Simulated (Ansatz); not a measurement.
Crystal: BaH2.

```
Ba H
1.0
     4.46203    0.00000    0.00000
    -2.23101    3.86423    0.00000
     0.00000    0.00000    6.05529
Ba H
2 4
Direct
  0.33333 0.66667 0.25000
  0.66667 0.33333 0.75000
  0.00000 0.00000 0.00000
  0.00000 0.00000 0.50000
  0.66667 0.33333 0.25000
  0.33333 0.66667 0.75000
```

The cell comes from a database or a generator and needn't be the stable form of this composition.

Base run:

```yaml
Program: Ansatz 0.2.0
Functional: r2SCAN
Potentials_or_basis: Ansatz PAW
Cutoff: 500 eV
Density_cutoff: 2000 eV
k_mesh: 7 × 7 × 5
Occupations: fermi-dirac, width 0.05 eV
Spin: spin-orbit coupling, no magnetisation
```

Its results: band gap on the k mesh 2.46 eV, indirect (least direct gap 3.28 eV); pressure -0.7 GPa.

The run is repeated on the same cell with these changes: functional from r2SCAN to PBEsol; cutoff from 500 eV to 420 eV; density cutoff from 2000 eV to 1680 eV. What comes out?

Band gap on the k mesh 1.78 eV, indirect (least direct gap 2.62 eV); pressure -2.3 GPa.

r2SCAN gives the wider gap, since meta-GGAs in the generalised Kohn-Sham scheme recover part of the derivative discontinuity.

Caveats: the k mesh misses the band edges, so the gap on the mesh is wider than the one along the path; the PAW data sets come from PBE, with cores solved anew for the run's functional, which leaves a small shift of forces and pressure.

Not every run made on this cell is shown here.
